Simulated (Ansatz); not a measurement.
# SnH: from a guess to a relaxed structure

The task: take a trial cell of SnH to zero force and stress.

Program: Ansatz 0.2.0. Level of theory: DFT PBE, scalar-relativistic, plane waves, PAW. These are calculated values, not measurements.

### 1 The starting structure

Symmetry: F-43m, No. 216, cubic system. The conventional cell has a = 5.480 Å, b = 5.480 Å, c = 5.480 Å, α = 90.00°, β = 90.00°, γ = 90.00°. Around Sn (site symmetry -43m) lie 4 H at 2.37 Å. H (site symmetry -43m) is surrounded by 4 Sn at 2.37 Å.

As a file:

```
Sn H
1.0
     0.00000    2.73995    2.73995
     2.73995    0.00000    2.73995
     2.73995    2.73995    0.00000
Sn H
1 1
Direct
  0.75000 0.75000 0.75000
  0.00000 0.00000 0.00000
```

Recipe of the guess: species swapped into a database cell of AlAs (F-43m, No. 216), with H on the Al sites and Sn on the As sites. Lengths come from tabulated atomic sizes and are only a guess.

### 2 The guess as it stands, on a coarse mesh

Contents of input.yaml:

```yaml
crystal:
  lattice:
    - [0.0, 2.73995015, 2.73995015]
    - [2.73995015, 0.0, 2.73995015]
    - [2.73995015, 2.73995015, 0.0]
  atoms:
    - { symbol: Sn, position: [0.75, 0.75, 0.75] }
    - { symbol: H, position: [0.0, 0.0, 0.0] }
basis:
  ecutwfc: 420
kpoints:
  mp_grid: { grid: [6, 6, 6] }
hamiltonian:
  xc: pbe
scf:
  occupations: { method: gaussian, width: 0.1 }
  lower_state_search: "off"
output:
  forces: true
  stress: true
  eigenvalues: true
```

On the command line:

```console
ansatz run input.yaml --threads 1 --pin off --max-ram 2560MiB --backend cpu --events-out ev --progress --plain --runs-dir out
```

The log of the run, cut to the lines that bear on the results:

```text
Warning: RAYON_NUM_THREADS=1 ignored (pool sized by the plan → 1); use --threads N
[...]
Pseudopotentials: kind: paw
Pseudopotential: Sn, paw, valence charge 14, recommended cutoff 420 eV (normal), Sn.paw.azcp
Pseudopotential: H, paw, valence charge 1, recommended cutoff 420 eV (normal), H.paw.azcp
Functional definition: PBE
[...]
Crystal: 2 atoms, lattice volume = 41.139 Å³
Basis set: ecut = 420 eV, 821 PW (Γ), exchange–correlation on 54×54×54 points (8 copies of the dense FFT grid, shifted against one another)
Bands: 12, of which v1, the nominal top of the filled ones, is band 8 counted from 1 (7 counted from 0)
Symmetry: 24 space group operations
Space group: F-43m (ITA 216), of the structure as read, at distance tolerance 3.5e-5 Å
k-points: 16 of 216 (time reversal used)
[...]
SCF iter   1: F=—  HF=-6038.887200 eV  |F-HF|=—  |Δ(HF+E_count)|=         —  Δρ=3.11e-3  dr2=4.89e-3  ethr=1.77e-3  ⟨swp⟩=5.1  Hψ=1099  notcnv=0
[...]
SCF iter   6: F=-6038.885459 eV  HF=-6038.885459 eV  |F-HF|=1.69e-10  |Δ(HF+E_count)|=   8.24e-8  Δρ=5.12e-7  dr2=1.13e-10  ethr=1.98e-10  ⟨swp⟩=4.3  Hψ=738  notcnv=0
[...]
SCF converged after 6 iterations
Free energy (F): -6038.885459 eV
[...]
E sigma→0 (E₀):  -6038.881675 eV
Entropy (-TS):   -0.007568 eV (-3.784 meV/atom)
Fermi energy:    6.498013 eV
[...]
--- Forces (eV/Å), atoms counted from 1 ---
  atom   1  Sn     0.00000000    -0.00000000    -0.00000000
  atom   2  H      0.00000000    -0.00000000     0.00000000
[...]
--- Stress (GPa, compression-positive) ---
       -5.563025       0.000000       0.000000
       -0.000000      -5.563025      -0.000000
        0.000000      -0.000000      -5.563025
  P = ⅓ Tr σ = -5.5630 GPa (-55.630 kbar)
--- Band table (eV; the first three rows and the last of 16) ---
  k-point 0: bands = ["-15.1803", "-15.1803", "-15.1803", "-15.1618", "-15.1618", "-3.5089", "7.9326", "10.9019", "10.9019", "10.9019", "15.0298", "15.0298"]
[...]
```

Wall time 0.52 s (1 thread of Intel Xeon 6975P-C (Granite Rapids), shared host); peak memory 0.34 GiB.

The probe gives pressure -5.6 GPa, largest force 0.00 eV/Å, gap on this mesh none (metal). A cheap, loose relaxation comes first.

### 3 A loose first relaxation

Edit input.yaml of step 2 so:

```diff
@@ -21 +21,6 @@
   eigenvalues: true
+relax:
+  adjacent_minimum: "off"
+  f_tol: 0.04
+  max_steps: 70
+  cell: { stress_tol: 0.4 }
```

On the command line:

```console
ansatz run input.yaml --threads 1 --pin off --max-ram 2560MiB --backend cpu --events-out ev --progress --plain --runs-dir out
```

The log of the run:

```text
Warning: RAYON_NUM_THREADS=1 ignored (pool sized by the plan → 1); use --threads N
Engine: ansatz 0.2.0, x86_64-unknown-linux-gnu
[... 4 set-up lines as earlier in the session ...]
  parameter kappa = 0.804
  parameter beta = 0.06672455060314922
  exchange = pbe_x(kappa = kappa, mu = beta*pi^2/3)
  correlation = pbe_c(beta = beta)
Crystal: 2 atoms, lattice volume = 41.139 Å³
Basis set: ecut = 420 eV, 821 PW (Γ), exchange–correlation on 54×54×54 points (8 copies of the dense FFT grid, shifted against one another)
Bands: 12, of which v1, the nominal top of the filled ones, is band 8 counted from 1 (7 counted from 0)
[... 2 set-up lines as earlier in the session ...]
k-points: 16 of 216 (time reversal used)
Non-local potential: Sn, projectors of the file, l = 0: 2, l = 1: 2, l = 2: 2, l = 3: 2
Non-local potential: H, projectors of the file, l = 0: 2, l = 1: 1
PAW form: soft (Blöchl's): semilocal exchange-correlation on the pseudo side does not see the compensation charge
PAW one-centre angular grid: Sn, 590 points (default); XC on 64 Gauss nodes
PAW one-centre angular grid: H, 110 points (default); XC on 64 Gauss nodes
Initial density: superposition of atomic densities (neutral atoms: chi_scale 0, normalization atom), corrected by the library's trained network
Initial wavefunctions: pseudopotential atomic-orbital guess
Functional: x = pbe(κ = 0.804, μ = 0.2195149727645171), c = pbe(β = 0.06672455060314922)
SCF iter   1: F=—  HF=-6038.887200 eV  |F-HF|=—  |Δ(HF+E_count)|=         —  Δρ=3.11e-3  dr2=4.89e-3  ethr=1.77e-3  ⟨swp⟩=5.1  Hψ=1099  notcnv=0
preconditioner: auto → none  [insulator: Δε(μ)=0.178 eV  Ē_g=21.108 eV  σ=0.100 eV  W_gap=0.53  n_scr=14 (ndim 8)  ℏωp=22.4 eV  f_vac=0.001  D(μ)=1.46/eV (n_scr^D=14)  ε∞_Penn≈2.1]
SCF iter   2: F=—  HF=-6038.885461 eV  |F-HF|=—  |Δ(HF+E_count)|=   1.74e-3  Δρ=8.70e-4  dr2=4.03e-4  ethr=3.26e-5  ⟨swp⟩=1.5  Hψ=330  notcnv=0
SCF iter   3: F=—  HF=-6038.885448 eV  |F-HF|=—  |Δ(HF+E_count)|=   1.30e-5  Δρ=4.32e-4  dr2=5.27e-5  ethr=2.69e-6  ⟨swp⟩=3.0  Hψ=304  notcnv=0
SCF iter   4: F=—  HF=-6038.885458 eV  |F-HF|=—  |Δ(HF+E_count)|=   1.00e-5  Δρ=6.14e-5  dr2=1.19e-6  ethr=3.51e-7  ⟨swp⟩=2.1  Hψ=298  notcnv=0
iter 5 did not close the SCF: its close was put off for the readings that it lacked (scf_convergence_deferred on its scf_iter line)
SCF iter   5: F=-6038.885459 eV  HF=-6038.885459 eV  |F-HF|=7.23e-8  |Δ(HF+E_count)|=   1.39e-6  Δρ=1.23e-5  dr2=2.98e-8  ethr=7.93e-9  ⟨swp⟩=2.0  Hψ=218  notcnv=0
SCF iter   6: F=-6038.885459 eV  HF=-6038.885459 eV  |F-HF|=1.69e-10  |Δ(HF+E_count)|=   8.24e-8  Δρ=5.12e-7  dr2=1.13e-10  ethr=1.98e-10  ⟨swp⟩=4.3  Hψ=738  notcnv=0
SCF 1 converged in 6 iterations: F = -6038.885459 eV  dr2 = 1.13e-10
relax step   1: F+E_penalty+E_count = -6038.88545926 eV  Δ(F+E_penalty+E_count) = +0.000e0 eV  max|allowed force component| = 1.736e-16 eV/Å  Δτ_max = 0.0000 Å  P = -5.563 GPa  Ω = 41.139 Å³  (6 SCF iters, dr2 threshold 1.00e-7 eV, accepted)
Crystal: 2 atoms, lattice volume = 35.411 Å³
Basis set: ecut = 420 eV, 701 PW (Γ), exchange–correlation on 54×54×54 points (8 copies of the dense FFT grid, shifted against one another)
Initial density: handed on by an earlier stage of this run
Initial wavefunctions: those handed on with the density
iter 1 solved again at ethr=5.58e-5 eV; its pass at ethr=3.10e-3 eV (dr2=8.37e-3 eV) is discarded
SCF iter   1: F=—  HF=-6039.033780 eV  |F-HF|=—  |Δ(HF+E_count)|=         —  Δρ=4.51e-3  dr2=8.64e-3  ethr=5.58e-5  ⟨swp⟩=1.8  Hψ=1558  notcnv=0
preconditioner: auto → none  [insulator: Δε(μ)=0.319 eV  Ē_g=21.693 eV  σ=0.100 eV  W_gap=0.63  n_scr=8 (ndim 8)  ℏωp=24.2 eV  f_vac=0.000  D(μ)=1.22/eV (n_scr^D=14)  ε∞_Penn≈2.2]
SCF iter   2: F=—  HF=-6039.030692 eV  |F-HF|=—  |Δ(HF+E_count)|=   3.09e-3  Δρ=7.85e-4  dr2=1.54e-4  ethr=5.58e-5  ⟨swp⟩=1.8  Hψ=207  notcnv=0
SCF iter   3: F=—  HF=-6039.030721 eV  |F-HF|=—  |Δ(HF+E_count)|=   2.91e-5  Δρ=2.57e-4  dr2=1.39e-5  ethr=1.03e-6  ⟨swp⟩=1.8  Hψ=214  notcnv=0
SCF iter   4: F=—  HF=-6039.030733 eV  |F-HF|=—  |Δ(HF+E_count)|=   1.21e-5  Δρ=3.21e-5  dr2=2.29e-7  ethr=9.26e-8  ⟨swp⟩=1.8  Hψ=217  notcnv=0
SCF iter   5: F=-6039.030733 eV  HF=-6039.030733 eV  |F-HF|=1.14e-10  |Δ(HF+E_count)|=   1.80e-7  Δρ=3.44e-6  dr2=2.49e-9  ethr=1.33e-9  ⟨swp⟩=5.9  Hψ=920  notcnv=0
SCF 2 converged in 5 iterations: F = -6039.030733 eV  dr2 = 2.49e-9
relax step   2: F+E_penalty+E_count = -6039.03073350 eV  Δ(F+E_penalty+E_count) = -1.453e-1 eV  max|allowed force component| = 1.276e-16 eV/Å  Δτ_max = 0.0000 Å  P = -1.803 GPa  Ω = 35.411 Å³  energy of the carried Pulay correction = +2.047e-3 eV  (5 SCF iters, dr2 threshold 2.00e-7 eV, accepted)
Crystal: 2 atoms, lattice volume = 33.200 Å³
Basis set: ecut = 420 eV, 645 PW (Γ), exchange–correlation on 54×54×54 points (8 copies of the dense FFT grid, shifted against one another)
iter 1 solved again at ethr=1.76e-5 eV; its pass at ethr=3.10e-3 eV (dr2=2.64e-3 eV) is discarded
SCF iter   1: F=—  HF=-6039.039108 eV  |F-HF|=—  |Δ(HF+E_count)|=         —  Δρ=2.70e-3  dr2=2.73e-3  ethr=1.76e-5  ⟨swp⟩=1.9  Hψ=1543  notcnv=0
preconditioner: auto → none  [insulator: Δε(μ)=0.362 eV  Ē_g=22.011 eV  σ=0.100 eV  W_gap=0.63  n_scr=8 (ndim 8)  ℏωp=25.0 eV  f_vac=0.000  D(μ)=1.19/eV (n_scr^D=14)  ε∞_Penn≈2.3]
SCF iter   2: F=—  HF=-6039.038151 eV  |F-HF|=—  |Δ(HF+E_count)|=   9.57e-4  Δρ=4.92e-4  dr2=7.50e-5  ethr=1.76e-5  ⟨swp⟩=1.8  Hψ=209  notcnv=0
SCF iter   3: F=—  HF=-6039.038145 eV  |F-HF|=—  |Δ(HF+E_count)|=   5.81e-6  Δρ=1.34e-4  dr2=6.39e-6  ethr=5.00e-7  ⟨swp⟩=1.7  Hψ=209  notcnv=0
SCF iter   4: F=-6039.038148 eV  HF=-6039.038148 eV  |F-HF|=4.00e-8  |Δ(HF+E_count)|=   2.62e-6  Δρ=1.85e-5  dr2=1.05e-7  ethr=1.33e-9  ⟨swp⟩=5.2  Hψ=1073  notcnv=0
SCF 3 converged in 4 iterations: F = -6039.038148 eV  dr2 = 1.05e-7
relax step   3: F+E_penalty+E_count = -6039.03814798 eV  Δ(F+E_penalty+E_count) = -7.414e-3 eV  max|allowed force component| = 1.276e-16 eV/Å  Δτ_max = 0.0000 Å  P = +1.021 GPa  Ω = 33.200 Å³  energy of the carried Pulay correction = +2.922e-3 eV  (4 SCF iters, dr2 threshold 2.00e-7 eV, accepted)
Crystal: 2 atoms, lattice volume = 33.967 Å³
iter 1 solved again at ethr=2.42e-6 eV; its pass at ethr=3.10e-3 eV (dr2=3.63e-4 eV) is discarded
SCF iter   1: F=—  HF=-6039.040195 eV  |F-HF|=—  |Δ(HF+E_count)|=         —  Δρ=1.01e-3  dr2=3.92e-4  ethr=2.42e-6  ⟨swp⟩=2.1  Hψ=1539  notcnv=0
preconditioner: auto → none  [insulator: Δε(μ)=0.352 eV  Ē_g=21.939 eV  σ=0.100 eV  W_gap=0.63  n_scr=8 (ndim 8)  ℏωp=24.7 eV  f_vac=0.000  D(μ)=1.19/eV (n_scr^D=14)  ε∞_Penn≈2.3]
SCF iter   2: F=—  HF=-6039.040056 eV  |F-HF|=—  |Δ(HF+E_count)|=   1.39e-4  Δρ=1.75e-4  dr2=9.60e-6  ethr=2.42e-6  ⟨swp⟩=1.8  Hψ=207  notcnv=0
SCF iter   3: F=—  HF=-6039.040056 eV  |F-HF|=—  |Δ(HF+E_count)|=   2.16e-7  Δρ=4.63e-5  dr2=8.12e-7  ethr=6.40e-8  ⟨swp⟩=1.8  Hψ=218  notcnv=0
SCF iter   4: F=-6039.040057 eV  HF=-6039.040057 eV  |F-HF|=6.74e-9  |Δ(HF+E_count)|=   3.14e-7  Δρ=8.03e-6  dr2=2.10e-8  ethr=1.33e-9  ⟨swp⟩=6.1  Hψ=904  notcnv=0
SCF 4 converged in 4 iterations: F = -6039.040057 eV  dr2 = 2.10e-8
relax step   4: F+E_penalty+E_count = -6039.04005665 eV  Δ(F+E_penalty+E_count) = -1.909e-3 eV  max|allowed force component| = 1.047e-16 eV/Å  Δτ_max = 0.0000 Å  P = -0.073 GPa  Ω = 33.967 Å³  energy of the carried Pulay correction = +2.613e-3 eV  (4 SCF iters, dr2 threshold 2.00e-7 eV, accepted)
Basis set: ecut = 420 eV, 645 PW (Γ), exchange–correlation on 50×50×50 points (8 copies of the dense FFT grid, shifted against one another)
Initial wavefunctions: pseudopotential atomic-orbital guess (no wavefunctions were taken with the density)
iter 1 solved again at ethr=1.67e-7 eV; its pass at ethr=3.10e-3 eV (dr2=2.50e-5 eV) is discarded
SCF iter   1: F=—  HF=-6039.038134 eV  |F-HF|=—  |Δ(HF+E_count)|=         —  Δρ=2.53e-4  dr2=2.57e-6  ethr=1.67e-7  ⟨swp⟩=2.4  Hψ=1561  notcnv=0
preconditioner: auto → none  [insulator: Δε(μ)=0.350 eV  Ē_g=21.931 eV  σ=0.100 eV  W_gap=0.63  n_scr=8 (ndim 8)  ℏωp=24.7 eV  f_vac=0.000  D(μ)=1.19/eV (n_scr^D=14)  ε∞_Penn≈2.3]
SCF iter   2: F=—  HF=-6039.038147 eV  |F-HF|=—  |Δ(HF+E_count)|=   1.35e-5  Δρ=1.24e-4  dr2=5.50e-7  ethr=1.72e-8  ⟨swp⟩=3.0  Hψ=311  notcnv=0
SCF iter   3: F=—  HF=-6039.038149 eV  |F-HF|=—  |Δ(HF+E_count)|=   1.92e-6  Δρ=2.34e-5  dr2=2.51e-8  ethr=3.67e-9  ⟨swp⟩=2.0  Hψ=228  notcnv=0
SCF iter   4: F=-6039.038149 eV  HF=-6039.038149 eV  |F-HF|=8.54e-10  |Δ(HF+E_count)|=   1.44e-7  Δρ=2.31e-6  dr2=5.65e-10  ethr=8.53e-12  ⟨swp⟩=3.0  Hψ=714  notcnv=0
SCF 5 converged in 4 iterations: F = -6039.038149 eV  dr2 = 5.65e-10
relax step   5: F+E_penalty+E_count = -6039.03814948 eV  Δ(F+E_penalty+E_count) = +1.907e-3 eV  max|allowed force component| = 1.049e-16 eV/Å  Δτ_max = 0.0000 Å  P = -0.100 GPa  Ω = 33.967 Å³  stress off target by 9.98e-2 GPa  SCF on the basis re-selected at this cell (its energy is not comparable with the rows above)  (4 SCF iters)
basis re-selected at this cell: Δ(F+E_penalty+E_count) = +1.907e-3 eV, ΔP = -0.027 GPa vs the last step (what re-selecting the basis moved, of the pressure what is left beyond the Pulay correction that the steps carried, after the strain that the cell walked since its last selection, with what the two solves' SCF thresholds leave and, on support functions, any second-order correction that the steps lacked; it is no measure of the basis error at this ecutwfc). The dense FFT grid was sized anew with the basis: this SCF ran on 25×25×25 points, the steps before it on 27×27×27, so part of this shift can come from that change (see relax.cell in the input reference). This SCF's stress stands 9.98e-2 GPa from its target on what of the cell is left free (relax.cell.stress_tol is 4.00e-1 GPa) and its largest allowed force component is 1.05e-16 eV/Å (relax.f_tol is 4.00e-2 eV/Å): within both
SCF converged after 4 iterations
Free energy (F): -6039.038149 eV
Harris-Foulkes:  -6039.038149 eV  (|F-HF|=8.54e-10)
Internal energy: -6039.032188 eV  (E = F + TS)
E sigma→0 (E₀):  -6039.035169 eV
Entropy (-TS):   -0.005961 eV (-2.981 meV/atom)
Fermi energy:    8.720617 eV
--- Per-component energies (eV) ---
  E_band       = -110.252541
  E_kinetic    = 198.081495
  E_local      = -949.131013  (includes V_loc(G=0)·N_el)
  E_nonlocal   = -31.461785
  E_hartree    = 566.079206
  E_xc         = -391.331753
  E_vxc        = -107.190506  (∫ρ·V_xc dr)
  E_paw        = -4134.860191  (= ΣΔE_a)
  E_vpaw       = -352.708068  (= ΣTr[D̂ρ^β])
  E_aug_tail   = -0.001079  (compensation charges beyond the density's cutoff)
  E_ewald      = -1296.407069
  E_smearing   = -0.005961  (= −TS)
  E_closure    = -0.000000  (closes the sum)
  Σ components = -6039.038149   (vs F -6039.038149, Δ=0.00e0)
--- Forces (eV/Å), atoms counted from 1 ---
  atom   1  Sn     0.00000000    -0.00000000    -0.00000000
  atom   2  H      0.00000000    -0.00000000    -0.00000000
  max |Σ_I F_I| component: 2.16e-16 eV/Å
--- Stress (GPa, compression-positive) ---
       -0.099840       0.000000       0.000000
        0.000000      -0.099840      -0.000000
        0.000000      -0.000000      -0.099840
  P = ⅓ Tr σ = -0.0998 GPa (-0.998 kbar)
--- Band table (eV; the first three rows and the last of 16) ---
  k-point 0: bands = ["-12.9582", "-12.9582", "-12.9582", "-12.9144", "-12.9144", "-2.5674", "10.6422", "14.2461", "14.2461", "14.2461", "17.9645", "17.9645"]
  k-point 1: bands = ["-12.9596", "-12.9491", "-12.9491", "-12.9123", "-12.9123", "-2.1042", "9.2122", "12.2556", "13.6466", "13.6466", "18.7587", "18.7587"]
  k-point 2: bands = ["-12.9635", "-12.9475", "-12.9475", "-12.8913", "-12.8913", "-0.7607", "5.6609", "11.5885", "12.8852", "12.8852", "17.9889", "17.9889"]
  k-point 15: bands = ["-12.9822", "-12.9474", "-12.9050", "-12.8915", "-12.8681", "2.8696", "3.1783", "7.3518", "8.4542", "13.8746", "16.0170", "20.0475"]
--- Relaxed structure (4 steps of the walk, 4 accepted, 1 SCFs on fresh bases) ---
  F+E_penalty+E_count = -6039.03814948 eV   max|allowed force component| = 1.049e-16 eV/Å   (the final SCF, on the basis selected at the relaxed cell)
  cell:  # Å, volume = 33.9666 Å³
    - [5.528478655691716e-33, 2.570440539854006, 2.570440539854006]
    - [2.570440539854006, 1.245818462042972e-32, 2.570440539854006]
    - [2.570440539854006, 2.570440539854006, -1.0088836625133268e-32]
  atoms:
    - { symbol: Sn, position: [0.7500000000000001, 0.7500000000000001, 0.7500000000000001] }
    - { symbol: H, position: [1.9681394000121725e-33, -3.8425578762142415e-33, -1.218372009531345e-33] }
```

It took 2.7 s on 1 thread of Intel Xeon 6975P-C (Granite Rapids), shared host; peak memory 0.36 GiB.

Relaxation path:

| step | energy from step 1 (eV/cell) | largest force component (eV/Å) | pressure (GPa) | volume (Å³) |
| --- | --- | --- | --- | --- |
| 1 | 0.0000 | 0.0000 | -5.56 | 41.14 |
| 2 | -0.1453 | 0.0000 | -1.80 | 35.41 |
| 3 | -0.1527 | 0.0000 | 1.02 | 33.20 |
| 4 | -0.1546 | 0.0000 | -0.07 | 33.97 |
| 5 | -0.1527 | 0.0000 | -0.10 | 33.97 |

Step 1 is the start. Step 5 repeats the geometry before it on a plane-wave basis chosen anew for that cell, so its energy need not be comparable with the rows above.

Lengths and angles in the start's conventional setting:

|  | before | after | change |
| --- | --- | --- | --- |
| a (Å) | 5.480 | 5.141 | -6.2 % |
| b (Å) | 5.480 | 5.141 | -6.2 % |
| c (Å) | 5.480 | 5.141 | -6.2 % |
| volume (Å³/atom) | 20.57 | 16.98 | -17.4 % |
| shortest distance (Å) | 2.373 | 2.226 | -6.2 % |
| space group (0.01 Å) | F-43m | F-43m | same |

The run keeps the 24 symmetry operations of the start, so it could not have lowered the symmetry.

(Part 1 of 2 ends here.)
